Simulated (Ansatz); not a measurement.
# B: pressure up to the limit of the methods

Aim: compress B (bcc type) step by step, far beyond the usual range, and follow pressure and electronic structure. Methods of the runs shown: LAPW, crystal datasets and norm-conserving. Companion runs by PAW are cited. Its runs: the reference run (LAPW); volume scaled by 1 (crystal datasets and norm-conserving); volume scaled by 0.88 (LAPW); volume scaled by 0.78 (LAPW and crystal datasets); volume scaled by 0.68 (LAPW); volume scaled by 0.58 (LAPW, crystal datasets and norm-conserving); volume scaled by 0.5 (LAPW); volume scaled by 0.43 (LAPW, crystal datasets and norm-conserving).

Program: Ansatz 0.2.0. Level of theory: DFT PBE, with the methods named in each step. These are calculated values, not measurements.

**1. Starting point**

It takes space group Im-3m (No. 229, cubic). The conventional cell has a = 2.308 Å, b = 2.308 Å, c = 2.308 Å, α = 90.00°, β = 90.00°, γ = 90.00°. Around B (site symmetry m-3m) lie 8 B at 2.00 Å.

Structure file:

```cif
data_structure
_symmetry_space_group_name_H-M 'P 1'
_symmetry_Int_Tables_number 1
_cell_length_a 1.9991
_cell_length_b 1.9991
_cell_length_c 1.9991
_cell_angle_alpha 109.471
_cell_angle_beta 109.471
_cell_angle_gamma 109.471
_cell_volume 6.15
loop_
_atom_site_label
_atom_site_type_symbol
_atom_site_fract_x
_atom_site_fract_y
_atom_site_fract_z
_atom_site_occupancy
B1 B 0.00000 0.00000 0.00000 1
```

Whether this phase is the stable one at these pressures isn't tested.

**2. The reference volume, LAPW**

input.yaml reads:

```yaml
crystal:
  lattice:
    - [-1.1541931277, 1.1541931277, 1.1541931277]
    - [1.1541931277, -1.1541931277, 1.1541931277]
    - [1.1541931277, 1.1541931277, -1.1541931277]
  atoms:
    - { symbol: B, position: [0.0, 0.0, 0.0] }
kpoints:
  mp_grid: { grid: [22, 22, 22] }
  band_path:
    path:
      - [0.0, 0.0, 0.0]
      - [0.5, -0.5, 0.5]
      - [0.0, 0.0, 0.5]
      - [0.0, 0.0, 0.0]
      - [0.25, 0.25, 0.25]
      - [0.5, -0.5, 0.5]
      - [0.25, 0.25, 0.25]
      - [0.0, 0.0, 0.5]
    npoints: 14
scf:
  occupations: { method: fermi_dirac, width: 0.1 }
hamiltonian:
  xc: pbe
  pseudopotentials: { kind: all_electron, lapw: { basis_error: 0.001 } }
output:
  forces: true
  stress: true
  eigenvalues: true
  populations: true
  dos: { projected: true, de: 0.2, e_range: [-14, 8] }
```

Command:

```bash
$ ansatz run input.yaml --threads 1 --pin off --max-ram 2048MiB --backend cpu --events-out ev --progress --plain --runs-dir out
```

**3. Volume scaled by 1, crystal datasets**

input.yaml reads:

```yaml
crystal:
  lattice:
    - [-1.1541931277, 1.1541931277, 1.1541931277]
    - [1.1541931277, -1.1541931277, 1.1541931277]
    - [1.1541931277, 1.1541931277, -1.1541931277]
  atoms:
    - { symbol: B, position: [0.0, 0.0, 0.0] }
kpoints:
  mp_grid: { grid: [22, 22, 22] }
scf:
  occupations: { method: fermi_dirac, width: 0.1 }
hamiltonian:
  xc: pbe
  pseudopotentials: { kind: all_electron, datasets: crystal }
output:
  forces: true
  stress: true
  eigenvalues: true
```

**4. Volume scaled by 1, norm-conserving**

input.yaml, as its differences from that of step 3:

```diff
@@ -13,3 +13,3 @@
   xc: pbe
-  pseudopotentials: { kind: all_electron, datasets: crystal }
+  pseudopotentials: { kind: nc }
 output:
```

**5. Volume scaled by 0.88, LAPW**

input.yaml reads:

```yaml
crystal:
  lattice:
    - [-1.1060447742, 1.1060447742, 1.1060447742]
    - [1.1060447742, -1.1060447742, 1.1060447742]
    - [1.1060447742, 1.1060447742, -1.1060447742]
  atoms:
    - { symbol: B, position: [0.0, 0.0, 0.0] }
kpoints:
  mp_grid: { grid: [22, 22, 22] }
scf:
  occupations: { method: fermi_dirac, width: 0.1 }
hamiltonian:
  xc: pbe
  pseudopotentials: { kind: all_electron, lapw: { basis_error: 0.001 } }
output:
  forces: true
  stress: true
  eigenvalues: true
  populations: true
```

**6. Volume scaled by 0.78, LAPW**

input.yaml, as its differences from that of step 5:

```diff
@@ -2,5 +2,5 @@
   lattice:
-    - [-1.1060447742, 1.1060447742, 1.1060447742]
-    - [1.1060447742, -1.1060447742, 1.1060447742]
-    - [1.1060447742, 1.1060447742, -1.1060447742]
+    - [-1.0624537123, 1.0624537123, 1.0624537123]
+    - [1.0624537123, -1.0624537123, 1.0624537123]
+    - [1.0624537123, 1.0624537123, -1.0624537123]
   atoms:
```

**7. Volume scaled by 0.78, crystal datasets**

input.yaml, as its differences from that of step 6:

```diff
@@ -13,3 +13,3 @@
   xc: pbe
-  pseudopotentials: { kind: all_electron, lapw: { basis_error: 0.001 } }
+  pseudopotentials: { kind: all_electron, datasets: crystal }
 output:
@@ -18,2 +18 @@
   eigenvalues: true
-  populations: true
```

**8. Volume scaled by 0.68, LAPW**

input.yaml reads:

```yaml
crystal:
  lattice:
    - [-1.0149581182, 1.0149581182, 1.0149581182]
    - [1.0149581182, -1.0149581182, 1.0149581182]
    - [1.0149581182, 1.0149581182, -1.0149581182]
  atoms:
    - { symbol: B, position: [0.0, 0.0, 0.0] }
kpoints:
  mp_grid: { grid: [22, 22, 22] }
scf:
  occupations: { method: fermi_dirac, width: 0.1 }
hamiltonian:
  xc: pbe
  pseudopotentials: { kind: all_electron, lapw: { basis_error: 0.001 } }
output:
  forces: true
  stress: true
  eigenvalues: true
  populations: true
```

**9. Volume scaled by 0.58, LAPW**

input.yaml, as its differences from that of step 8:

```diff
@@ -2,5 +2,5 @@
   lattice:
-    - [-1.0149581182, 1.0149581182, 1.0149581182]
-    - [1.0149581182, -1.0149581182, 1.0149581182]
-    - [1.0149581182, 1.0149581182, -1.0149581182]
+    - [-0.9625452354, 0.9625452354, 0.9625452354]
+    - [0.9625452354, -0.9625452354, 0.9625452354]
+    - [0.9625452354, 0.9625452354, -0.9625452354]
   atoms:
```

**10. Volume scaled by 0.58, crystal datasets**

input.yaml, as its differences from that of step 9:

```diff
@@ -13,3 +13,3 @@
   xc: pbe
-  pseudopotentials: { kind: all_electron, lapw: { basis_error: 0.001 } }
+  pseudopotentials: { kind: all_electron, datasets: crystal }
 output:
@@ -18,2 +18 @@
   eigenvalues: true
-  populations: true
```

**11. Volume scaled by 0.58, norm-conserving**

input.yaml, as its differences from that of step 10:

```diff
@@ -13,3 +13,3 @@
   xc: pbe
-  pseudopotentials: { kind: all_electron, datasets: crystal }
+  pseudopotentials: { kind: nc }
 output:
```

**12. Volume scaled by 0.5, LAPW**

input.yaml reads:

```yaml
crystal:
  lattice:
    - [-0.9160836925, 0.9160836925, 0.9160836925]
    - [0.9160836925, -0.9160836925, 0.9160836925]
    - [0.9160836925, 0.9160836925, -0.9160836925]
  atoms:
    - { symbol: B, position: [0.0, 0.0, 0.0] }
kpoints:
  mp_grid: { grid: [22, 22, 22] }
scf:
  occupations: { method: fermi_dirac, width: 0.1 }
hamiltonian:
  xc: pbe
  pseudopotentials: { kind: all_electron, lapw: { basis_error: 0.001 } }
output:
  forces: true
  stress: true
  eigenvalues: true
  populations: true
```

**13. Volume scaled by 0.43, LAPW**

input.yaml reads:

```yaml
crystal:
  lattice:
    - [-0.8711667728, 0.8711667728, 0.8711667728]
    - [0.8711667728, -0.8711667728, 0.8711667728]
    - [0.8711667728, 0.8711667728, -0.8711667728]
  atoms:
    - { symbol: B, position: [0.0, 0.0, 0.0] }
kpoints:
  mp_grid: { grid: [22, 22, 22] }
  band_path:
    path:
      - [0.0, 0.0, 0.0]
      - [0.5, -0.5, 0.5]
      - [0.0, 0.0, 0.5]
      - [0.0, 0.0, 0.0]
      - [0.25, 0.25, 0.25]
      - [0.5, -0.5, 0.5]
      - [0.25, 0.25, 0.25]
      - [0.0, 0.0, 0.5]
    npoints: 8
scf:
  occupations: { method: fermi_dirac, width: 0.1 }
hamiltonian:
  xc: pbe
  pseudopotentials: { kind: all_electron, lapw: { basis_error: 0.001 } }
output:
  forces: true
  stress: true
  eigenvalues: true
  populations: true
  dos: { projected: true, de: 0.2, e_range: [-14, 8] }
```

**14. Volume scaled by 0.43, crystal datasets**

input.yaml reads:

```yaml
crystal:
  lattice:
    - [-0.8711667728, 0.8711667728, 0.8711667728]
    - [0.8711667728, -0.8711667728, 0.8711667728]
    - [0.8711667728, 0.8711667728, -0.8711667728]
  atoms:
    - { symbol: B, position: [0.0, 0.0, 0.0] }
kpoints:
  mp_grid: { grid: [22, 22, 22] }
scf:
  occupations: { method: fermi_dirac, width: 0.1 }
hamiltonian:
  xc: pbe
  pseudopotentials: { kind: all_electron, datasets: crystal }
output:
  forces: true
  stress: true
  eigenvalues: true
```

**15. Volume scaled by 0.43, norm-conserving**

input.yaml, as its differences from that of step 14:

```diff
@@ -13,3 +13,3 @@
   xc: pbe
-  pseudopotentials: { kind: all_electron, datasets: crystal }
+  pseudopotentials: { kind: nc }
 output:
```

(Steps that only read results are left out.)

Before running it: what results should come out? Wanted: LAPW pressure at 0.43 of the volume; PAW pressure at 0.43 of the volume; crystal datasets pressure at 0.43 of the volume; norm-conserving pressure at 0.43 of the volume; fitted bulk modulus at zero pressure.

As calculated:

```
                                          quantity      value
               LAPW pressure at 0.43 of the volume  893.7 GPa
                PAW pressure at 0.43 of the volume  893.6 GPa
PAW (cutoff 300 eV) pressure at 0.43 of the volume  894.4 GPa
   crystal datasets pressure at 0.43 of the volume  893.7 GPa
    norm-conserving pressure at 0.43 of the volume  890.6 GPa
       fitted bulk modulus at zero pressure (LAPW)    237 GPa
                           its pressure derivative       3.67
```

By LAPW the pressure climbs to 894 GPa at 0.43 of the first volume. One third-order Birch-Murnaghan curve follows these points (B₀ = 237 GPa, B′ = 3.67, misfit at most 0.88 GPa). A fit over so wide a range leans to the high pressures, so B₀ can be off by several per cent. Where LAPW's pressure is over 3 GPa, PAW's departs from it by at most 0.2 %, at 0.88 of the volume. The ions are at rest, and the electrons smeared by 0.1 eV.
